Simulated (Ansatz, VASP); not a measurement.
# GaSb: VASP beside Ansatz

One calculation is typed for both programs; each brings its own data sets. How far apart do they land? Of the first pair: The structure shown is the start of the Ansatz relaxation below; VASP solves that cell, so the two are compared at the walk's first step.

Program: Ansatz 0.2.0. Level of theory: plane waves, with VASP 6.6.1 beside it; single point at LDA and zone-centre phonons at LDA. Results are calculated unless marked as measured.

## Step 1: The structure

The structure is trigonal, space group R3m (No. 160). The conventional cell has a = 4.448 Å, b = 4.448 Å, c = 10.320 Å, α = 90.00°, β = 90.00°, γ = 120.00°. Nearest to Ga lie 4 Sb at 2.63 to 2.69 Å. Nearest to Sb lie 4 Ga at 2.63 to 2.69 Å. Farther neighbours are not listed.

## Step 2: Ansatz: relaxation, LDA

Ansatz runs on its PAW soft_1 files.

The two programs are compared at the cell with which this relaxation starts, whose forces are those of its first step.

Input file input.yaml:

```yaml
crystal:
  lattice:
    - [-0.1107682871, 3.0345724951, 3.0345724951]
    - [3.0345724951, -0.1107682871, 3.0345724951]
    - [3.0345724951, 3.0345724951, -0.1107682871]
  atoms:
    - { symbol: Ga, position: [0.0022569905, 0.0022569905, 0.0022569905] }
    - { symbol: Sb, position: [0.7477430095, 0.7477430095, 0.7477430095] }
  conventional_axes: [[-1, 1, 0], [0, -1, 1], [1, 1, 1]]
kpoints:
  mp_grid: { grid: [12, 12, 12] }
hamiltonian:
  xc: lda
  pseudopotentials: { kind: paw, azcp: { folder: soft_1 }, xc_functional: pbe }
scf:
  occupations: { method: methfessel_paxton, width: 0.2 }
output:
  forces: true
  stress: true
  eigenvalues: true
relax:
  adjacent_minimum: "off"
  f_tol: 0.001
  max_steps: 60
  cell: { stress_tol: 0.01, fix: [a, b, gamma] }
```

Run with:

```bash
> ansatz run input.yaml --threads 4 --pin off --max-ram 10240MiB --backend cpu --events-out ev --progress --plain --runs-dir out
```

Numbers of over 12 decimals in the logs are rounded to 6 here.

The log of the run:

```text
Engine: ansatz 0.2.0, x86_64-unknown-linux-gnu
Pseudopotentials: kind: paw
Pseudopotential: Ga, paw, valence charge 13, recommended cutoff 420 eV (normal), soft_1/Ga.paw.azcp
Pseudopotential: Sb, paw, valence charge 15, recommended cutoff 420 eV (normal), soft_1/Sb.paw.azcp
Functional definition: SPW92
  exchange = slater_x
  correlation = pw_c
Crystal: 2 atoms, lattice volume = 58.947 Å³
Basis set: ecut = 420 eV, 1175 PW (Γ)
Bands: 18, of which v1, the nominal top of the filled ones, is band 14 counted from 1 (13 counted from 0)
Symmetry: 6 space group operations
Space group: R3m (ITA 160), of the structure as read, at distance tolerance 3.9e-5 Å
k-points: 189 of 1728 (time reversal used)
Non-local potential: Ga, projectors of the file, l = 0: 2, l = 1: 2, l = 2: 3, l = 3: 1
Non-local potential: Sb, projectors of the file, l = 0: 2, l = 1: 2, l = 2: 2, l = 3: 1
PAW form: soft (Blöchl's): semilocal exchange-correlation on the pseudo side does not see the compensation charge
PAW frozen core: Ga, regenerated for the run's functional, and the local potential with it (the file was generated under x = pbe(κ = 0.804, μ = 0.219515), c = pbe(β = 0.066725))
PAW frozen core: Sb, regenerated for the run's functional, and the local potential with it (the file was generated under x = pbe(κ = 0.804, μ = 0.219515), c = pbe(β = 0.066725))
PAW one-centre angular grid: Ga, 590 points (default); XC on 64 Gauss nodes
PAW one-centre angular grid: Sb, 590 points (default); XC on 64 Gauss nodes
Initial density: superposition of atomic densities (chi_scale 0.1, normalization cell, long waves kept (reshape's long-wave potential 0.00 eV rms))
Initial wavefunctions: pseudopotential atomic-orbital guess
Functional: x = slater, c = lda
SCF iter   1: F=—  HF=-10043.184621 eV  |F-HF|=—  |Δ(HF+E_count)|=         —  Δρ=2.95e-2  dr2=4.27e-1  ethr=3.10e-3  ⟨swp⟩=5.4  Hψ=16940  notcnv=0
preconditioner: auto → Kerker (q_TF=auto, 2.410 Å⁻¹)  [metal: Δε(μ)=0.091 eV  Ē_g=14.686 eV  σ=0.200 eV  W_gap=0.35  n_scr=14 (ndim 8)  ℏωp=20.5 eV  f_vac=0.010  D(μ)=0.07/eV (n_scr^D=0)]
SCF iter   2: F=—  HF=-10043.117586 eV  |F-HF|=—  |Δ(HF+E_count)|=   6.70e-2  S|Δr|=    0.00e0  Δρ=1.86e-2  dr2=1.96e-1  ethr=1.52e-3  ⟨swp⟩=1.0  Hψ=4921  notcnv=0
SCF iter   3: F=—  HF=-10043.061503 eV  |F-HF|=—  |Δ(HF+E_count)|=   5.61e-2  S|Δr|=    0.00e0  Δρ=3.29e-3  dr2=1.49e-2  ethr=7.02e-4  ⟨swp⟩=2.2  Hψ=3964  notcnv=0
SCF iter   4: F=—  HF=-10043.059724 eV  |F-HF|=—  |Δ(HF+E_count)|=   1.78e-3  S|Δr|=    0.00e0  Δρ=1.60e-3  dr2=3.42e-3  ethr=5.34e-5  ⟨swp⟩=2.0  Hψ=4764  notcnv=0
SCF iter   5: F=—  HF=-10043.060474 eV  |F-HF|=—  |Δ(HF+E_count)|=   7.49e-4  S|Δr|=    0.00e0  Δρ=1.36e-3  dr2=7.68e-4  ethr=1.22e-5  ⟨swp⟩=2.0  Hψ=5106  notcnv=0
SCF iter   6: F=—  HF=-10043.059418 eV  |F-HF|=—  |Δ(HF+E_count)|=   1.06e-3  S|Δr|=    0.00e0  Δρ=3.28e-4  dr2=4.16e-5  ethr=2.74e-6  ⟨swp⟩=2.0  Hψ=5058  notcnv=0
SCF iter   7: F=—  HF=-10043.059493 eV  |F-HF|=—  |Δ(HF+E_count)|=   7.52e-5  S|Δr|=    0.00e0  Δρ=1.08e-4  dr2=5.44e-6  ethr=1.49e-7  ⟨swp⟩=2.0  Hψ=5107  notcnv=0
SCF iter   8: F=—  HF=-10043.059494 eV  |F-HF|=—  |Δ(HF+E_count)|=   1.38e-6  S|Δr|=    0.00e0  Δρ=2.10e-5  dr2=2.09e-7  ethr=1.94e-8  ⟨swp⟩=2.0  Hψ=4989  notcnv=0
SCF iter   9: F=-10043.059494 eV  HF=-10043.059494 eV  |F-HF|=1.39e-8  |Δ(HF+E_count)|=   1.49e-7  S|Δr|=    0.00e0  Δρ=7.81e-6  dr2=6.46e-8  ethr=3.57e-10  ⟨swp⟩=6.5  Hψ=16104  notcnv=0
SCF 1 converged in 9 iterations: F = -10043.059494 eV  dr2 = 6.46e-8
  greatest PAW one-centre occupation: 0.996 electrons in one spin orbital (limit 2), on the Sb atom at site 1 (counted from 0), in its partial waves of l = 2
relax step   1: F+E_penalty+E_count = -10043.05949424 eV  Δ(F+E_penalty+E_count) = +0.000e0 eV  max|allowed force component| = 3.635e-2 eV/Å  Δτ_max = 0.0000 Å  P = -2.948 GPa  Ω = 58.947 Å³  fix = [a, b, gamma]  reactions: a -4.310, b -4.310 GPa  (9 SCF iters, dr2 threshold 1.00e-7 eV, accepted)
[...]
relax step   2: F+E_penalty+E_count = -10043.05977074 eV  Δ(F+E_penalty+E_count) = -2.765e-4 eV  max|allowed force component| = 3.835e-2 eV/Å  Δτ_max = 0.0130 Å  P = -2.690 GPa  Ω = 58.521 Å³  energy of the carried Pulay correction = +4.471e-5 eV  fix = [a, b, gamma]  reactions: a -4.045, b -4.045 GPa  (6 SCF iters, dr2 threshold 1.25e-7 eV, accepted)
[...]
relax step   3: F+E_penalty+E_count = -10043.06015606 eV  Δ(F+E_penalty+E_count) = -3.853e-4 eV  max|allowed force component| = 1.758e-3 eV/Å  Δτ_max = 0.0059 Å  P = -2.785 GPa  Ω = 58.685 Å³  energy of the carried Pulay correction = +2.741e-5 eV  fix = [a, b, gamma]  reactions: a -4.162, b -4.162 GPa  (6 SCF iters, dr2 threshold 9.19e-8 eV, accepted)
[...]
relax step   4: F+E_penalty+E_count = -10043.06015856 eV  Δ(F+E_penalty+E_count) = -2.499e-6 eV  max|allowed force component| = 1.754e-4 eV/Å  Δτ_max = 0.0001 Å  P = -2.776 GPa  Ω = 58.675 Å³  energy of the carried Pulay correction = +2.854e-5 eV  fix = [a, b, gamma]  reactions: a -4.162, b -4.162 GPa  (4 SCF iters, dr2 threshold 2.29e-9 eV, accepted)
[...]
relax step   5: F+E_penalty+E_count = -10043.06013039 eV  Δ(F+E_penalty+E_count) = +2.817e-5 eV  max|allowed force component| = 1.843e-4 eV/Å  Δτ_max = 0.0000 Å  P = -2.776 GPa  Ω = 58.675 Å³  fix = [a, b, gamma]  reactions: a -4.162, b -4.162 GPa  stress off target by 4.12e-3 GPa on what of the cell is left free  SCF on the basis re-selected at this cell (its energy is not comparable with the rows above)  (7 SCF iters)
basis re-selected at this cell: Δ(F+E_penalty+E_count) = +2.817e-5 eV, ΔP = +0.000 GPa vs the last step (what re-selecting the basis moved, of the pressure what is left beyond the Pulay correction that the steps carried, after the strain that the cell walked since its last selection, with what the two solves' SCF thresholds leave and, on support functions, any second-order correction that the steps lacked; it is no m [...]
SCF converged after 7 iterations
Stability not checked: this state was not tested for a lower state beside it, because cold or Methfessel-Paxton smearing, or corrected tetrahedra, fill the levels in a way that the test cannot read (fill_not_monotonic; see scf.lower_state_search)
Free energy (F): -10043.060130 eV
Harris-Foulkes:  -10043.060130 eV  (|F-HF|=0.00e0)
Internal energy: -10043.060598 eV  (E = F + TS)
E sigma→0 (E₀):  -10043.060247 eV
Entropy (-TS):   0.000468 eV (0.234 meV/atom)
Fermi energy:    7.222374 eV
--- Per-component energies (eV) ---
  E_band       = -274.674472
  E_kinetic    = 276.183772
  E_local      = -3419.441476  (includes V_loc(G=0)·N_el)
  E_nonlocal   = 302.257568
  E_hartree    = 1741.308673
  E_xc         = -160.875254
  E_vxc        = -146.757508  (∫ρ·V_xc dr)
  E_paw        = -6310.683009  (= ΣΔE_a)
  E_vpaw       = -769.534083  (= ΣTr[D̂ρ^β])
  E_aug_tail   = -0.000079  (compensation charges beyond the density's cutoff)
  E_ewald      = -2474.098086
  E_core_change = 2.287292  (= ΣΔE_core)
  E_smearing   = 0.000468  (= −TS)
  E_closure    = 0.000000  (closes the sum)
  Σ components = -10043.060130   (vs F -10043.060130, Δ=0.00e0)
--- Forces (eV/Å), atoms counted from 1 ---
  atom   1  Ga    -0.00018427    -0.00018427    -0.00018427
  atom   2  Sb     0.00018433     0.00018433     0.00018433
  max |Σ_I F_I| component: 5.98e-8 eV/Å
--- Stress (GPa, compression-positive) ---
       -2.776003       1.385942       1.385942
        1.385942      -2.776003       1.385942
        1.385942       1.385942      -2.776003
  P = ⅓ Tr σ = -2.7760 GPa (-27.760 kbar)
--- Band table (eV; the first three rows and the last of 189) ---
  k-point 0: bands = [... 10 lower, -4.1869, 6.7172, 7.0543, 7.0543, 7.4690, 9.8150, 9.8150, 10.3799]
  k-point 1: bands = [... 10 lower, -4.1202, 5.6303, 6.9514, 7.2528, 7.8599, 9.9732, 10.0768, 10.4961]
  k-point 2: bands = [... 10 lower, -3.9242, 4.3095, 6.7155, 6.9850, 8.0792, 10.3395, 10.5896, 11.1079]
  k-point 188: bands = [... 10 lower, -2.4213, 0.9717, 5.8261, 5.8261, 6.9210, 10.7022, 10.7022, 13.2277]
--- Relaxed structure (4 steps of the walk, 4 accepted, 1 SCFs on fresh bases) ---
  F+E_penalty+E_count = -10043.06013039 eV   max|allowed force component| = 1.843e-4 eV/Å   (the final SCF, on the basis selected at the relaxed cell)
  cell:  # Å, volume = 58.6746 Å³
    - [-0.119954, 3.025387, 3.025387]
    - [3.025387, -0.119954, 3.025387]
    - [3.025387, 3.025387, -0.119954]
  atoms:
    - { symbol: Ga, position: [0.00294073, 0.00294073, 0.00294073] }
    - { symbol: Sb, position: [0.747059, 0.747059, 0.747059] }
```

## Step 3: VASP: single point, LDA, start cell, pair 1

The same cell, functional (in two slightly different forms), mesh and smearing now go to VASP, with its own data sets.

Lines of VASP's logs that name or quote its potential files are left out, and so is its time.

Input file INCAR:

```
SYSTEM = GaSb
PREC = Accurate
ENCUT = 400
EDIFF = 1E-06
NELM = 120
ISMEAR = 1
SIGMA = 0.2
LREAL = .FALSE.
ALGO = Normal
GGA = PW92
NBANDS = 15
LORBIT = 11
LWAVE = .FALSE.
LCHARG = .FALSE.
ISIF = 2
LASPH = .TRUE.
GGA_COMPAT = .FALSE.
KPAR = 2
```

Input file POSCAR:

```
GaSb
1.0
   -0.1107680000      3.0345720000      3.0345720000
    3.0345720000     -0.1107680000      3.0345720000
    3.0345720000      3.0345720000     -0.1107680000
Ga Sb
1 1
Direct
    0.0022569908      0.0022569908      0.0022569908
    0.7477431770      0.7477431770      0.7477431770
```

Input file KPOINTS:

```
Automatic mesh
0
Gamma
12 12 12
0 0 0
```

Potentials, in the order of the species: Ga_d and Sb (LDA family, release 64).

Run with:

```bash
> mpirun -np 2 vasp_std
```

The log of the run:

```text
[banner, memory and clock lines left out]
running    2 mpi-ranks, on    1 nodes
 distrk:  each k-point on    1 cores,    2 groups
 distr:  one band on    1 cores,    1 groups

 POSCAR found type information on POSCAR GaSb
 POSCAR found :  2 types and       2 ions
|                                                                             |
|               ----> ADVICE to this user running VASP <----                  |
|                                                                             |
|     You enforced a specific xc type in the INCAR file but a different       |
|     [... a line on the potential file left out ...]
|     I HOPE YOU KNOW WHAT YOU ARE DOING!                                     |
|                                                                             |

 LDA part: xc-table for (Slater(with rela. corr.)+PW92), standard interpolation
 POSCAR, INCAR and KPOINTS ok, starting setup
 FFT: planning ... GRIDC
 FFT: planning ... GRID_SOFT
 FFT: planning ... GRID
 WAVECAR not read
 entering main loop
       N       E                     dE             d eps       ncg     rms          rms(c)
DAV:   1     0.740492253008E+02    0.74049E+02   -0.76802E+03  5718   0.125E+03
DAV:   2    -0.305311461460E+01   -0.77102E+02   -0.74722E+02  6734   0.269E+02
DAV:   3    -0.862114196027E+01   -0.55680E+01   -0.55561E+01  6685   0.638E+01
DAV:   4    -0.871831483385E+01   -0.97173E-01   -0.97159E-01  7199   0.955E+00
DAV:   5    -0.872061167494E+01   -0.22968E-02   -0.22968E-02  7249   0.125E+00    0.315E+00
DAV:   6    -0.863901770545E+01    0.81594E-01   -0.73470E-02  8088   0.422E+00    0.181E+00
DAV:   7    -0.860711502505E+01    0.31903E-01   -0.46939E-02  6699   0.168E+00    0.297E-01
DAV:   8    -0.860671031188E+01    0.40471E-03   -0.47367E-03  7164   0.802E-01    0.886E-02
DAV:   9    -0.860678015737E+01   -0.69845E-04   -0.36011E-04  6995   0.175E-01    0.317E-02
DAV:  10    -0.860677689785E+01    0.32595E-05   -0.22086E-05  7372   0.394E-02    0.105E-02
DAV:  11    -0.860678009001E+01   -0.31922E-05   -0.39596E-06  6531   0.181E-02    0.435E-03
DAV:  12    -0.860678010820E+01   -0.18188E-07   -0.17677E-07  4256   0.372E-03
   1 F= -.86067801E+01 E0= -.86069043E+01  d E =0.372435E-03
```

Parts of OUTCAR (step 3):

```text
ion  position               nearest neighbor table
   1  0.002  0.002  0.002-   2 2.63   2 2.69   2 2.69   2 2.69
   2  0.748  0.748  0.748-   1 2.63   1 2.69   1 2.69   1 2.69

  LATTYP: Found a trigonal (rhomboedric) cell.
 ALAT       =     4.2929621471
 COS(alpha) =     0.4631894064

 Subroutine GETGRP returns: Found  6 space group operations
 (whereof  6 operations were pure point group operations)

The static configuration has the point symmetry C_3v.

 Found    189 irreducible k-points:

   k-points           NKPTS =    189   k-points in BZ     NKDIM =    189   number of bands    NBANDS=     15

   dimension x,y,z NGX =    28 NGY =   28 NGZ =   28
   dimension x,y,z NGXF=    56 NGYF=   56 NGZF=   56

   ENCUT  =  400.0 eV  29.40 Ry    5.42 a.u.   7.00  7.00  7.00*2*pi/ulx,y,z

   NELECT =      18.0000    total number of electrons

 k-points in reciprocal lattice and weights: Automatic mesh
   0.00000000  0.00000000  0.00000000       0.001
   0.08333333  0.00000000  0.00000000       0.003
   0.16666667 -0.00000000  0.00000000       0.003
   0.25000000  0.00000000  0.00000000       0.003
   0.33333333 -0.00000000  0.00000000       0.003
   0.41666667  0.00000000  0.00000000       0.003
   0.50000000  0.00000000  0.00000000       0.002
   0.08333333  0.08333333  0.00000000       0.003
   0.16666667  0.08333333  0.00000000       0.007
[...]
-0.41666667  0.50000000  0.41666667       0.003
   0.50000000  0.50000000  0.50000000       0.001

 average (electrostatic) potential at core
       1 -67.1375       2 -88.9471

 E-fermi :   4.4081

 k-point     1 :       0.0000    0.0000    0.0000
  band No.  band energies     occupation
    ...
      5     -10.6623      2.00000
      6      -6.9342      2.00000
      7       3.9504      2.00565
      8       4.2831      1.86190
      9       4.2831      1.86190
     10       4.6234     -0.06273
     11       6.9973     -0.00000
     12       6.9973     -0.00000
     13       7.5430     -0.00000
     14      10.0087      0.00000
    ...

 k-point     2 :       0.0833    0.0000    0.0000
  band No.  band energies     occupation
    ...
      5     -10.6624      2.00000
      6      -6.8675      2.00000
      7       2.8631      2.00000
      8       4.1794      2.06864
      9       4.4212      0.88953
     10       5.0716     -0.00003
     11       7.1534     -0.00000
     12       7.2635     -0.00000
     13       7.6575     -0.00000
     14      10.3754      0.00000
    ...

 k-point     3 :       0.1667   -0.0000    0.0000
  band No.  band energies     occupation
    ...
      5     -10.6624      2.00000
      6      -6.6720      2.00000
      7       1.5427      2.00000
      8       3.9420      2.00478
      9       4.1544      2.07036
     10       5.2773     -0.00000
     11       7.5121     -0.00000
     12       7.7935     -0.00000
     13       8.2628     -0.00000
     14      11.1554      0.00000
    ...

  Total       -1.0939944     -1.0939944     -1.0939944      0.5051457      0.5051457      0.5051457
  in kB      -29.7346320    -29.7346320    -29.7346320     13.7297973     13.7297973     13.7297973
  external PRESSURE =     -29.7346320 kB  Pullay stress =       0.0000000 kB

  energy-cutoff  :      400.00
  volume of cell :       58.95
      direct lattice vectors                 reciprocal lattice vectors
    -0.110768000  3.034572000  3.034572000    -0.156010113  0.161920540  0.161920540
     3.034572000 -0.110768000  3.034572000     0.161920540 -0.156010113  0.161920540
     3.034572000  3.034572000 -0.110768000     0.161920540  0.161920540 -0.156010113

 POSITION                                       TOTAL-FORCE (eV/Angst)
 -----------------------------------------------------------------------------------
      0.01345      0.01345      0.01345         0.039385      0.039385      0.039385
      4.45534      4.45534      4.45534        -0.039385     -0.039385     -0.039385
 -----------------------------------------------------------------------------------
    total drift:                                0.000501      0.000501      0.000501

  FREE ENERGIE OF THE ION-ELECTRON SYSTEM (eV)
  ---------------------------------------------------
  free  energy   TOTEN  =        -8.6067801082 eV

  energy  without entropy=       -8.6071525436  energy(sigma->0) =       -8.60690425

 total charge
# of ion       s       p       d       tot
------------------------------------------
    1        0.927   0.737   9.959  11.623
    2        1.146   1.320   0.027   2.493
--------------------------------------------------
tot          2.073   2.057   9.986  14.116

[... 3 further parts left out ...]
```

The run ends at a pressure of -2.97 GPa, with forces up to 0.068 eV/Å.

## Step 4: Differences

Known differences besides the potentials themselves: the data sets hold 28 valence electrons in Ansatz (on its PAW soft_1 files) and 18 in VASP; the cutoff is 420 eV in Ansatz and 400 eV in VASP; VASP's log shows a relativistic correction to its local exchange, Ansatz's none. Total energies have different zeros and are not compared.

Forces (eV/Å; atoms numbered as in POSCAR):

| atom | Ansatz x, y, z | VASP x, y, z |
| --- | --- | --- |
| Ga1 | 0.036, 0.036, 0.036 | 0.039, 0.039, 0.039 |
| Sb2 | -0.036, -0.036, -0.036 | -0.039, -0.039, -0.039 |

The forces differ by 3.0 meV/Å r.m.s., which is 7.7 % of the r.m.s. force of 0.039 eV/Å (both taken over all components).

## Step 5: Ansatz: relaxation, LDA

This run makes the geometry at which the two programs are then compared. The cell compared in this pair holds 58.67 Å³, against 58.95 Å³ for the pair before.

The structure compared here is the end of the Ansatz relaxation.

input.yaml is that of step 2.

Run with:

```bash
> ansatz run input.yaml --threads 4 --pin off --max-ram 10240MiB --backend cpu --events-out ev --progress --plain --runs-dir out
```

The log of the run:

```text
[...]
Crystal: 2 atoms, lattice volume = 58.947 Å³
Basis set: ecut = 420 eV, 1175 PW (Γ)
Bands: 18, of which v1, the nominal top of the filled ones, is band 14 counted from 1 (13 counted from 0)
Symmetry: 6 space group operations
[...]
k-points: 189 of 1728 (time reversal used)
[...]
k-point 188: bands = [... 10 lower, -2.4213, 0.9717, 5.8261, 5.8261, 6.9210, 10.7022, 10.7022, 13.2277]
--- Relaxed structure (4 steps of the walk, 4 accepted, 1 SCFs on fresh bases) ---
[...]
cell:  # Å, volume = 58.6746 Å³
    - [-0.119954, 3.025387, 3.025387]
    - [3.025387, -0.119954, 3.025387]
    - [3.025387, 3.025387, -0.119954]
  atoms:
    - { symbol: Ga, position: [0.00294073, 0.00294073, 0.00294073] }
    - { symbol: Sb, position: [0.747059, 0.747059, 0.747059] }
[key lines of the parts left out:]
SCF converged after 7 iterations
Free energy (F): -10043.060130 eV
Fermi energy:    7.222374 eV
P = ⅓ Tr σ = -2.7760 GPa (-27.760 kbar)
```

[end of part 1 of 2]

[Lines on the potential files, build, host, timing and source positions are cut from VASP's logs without a mark.]

[Logs are printed without paths, hosts, clocks, repeated set-up lines and the standing remarks that a program may print on its own settings, such as how far it seeks lower states.]

[Hosts, paths, dates, database ids (printed as entryN), source tags and the programs' standing remarks are cut or masked in the printed files.]
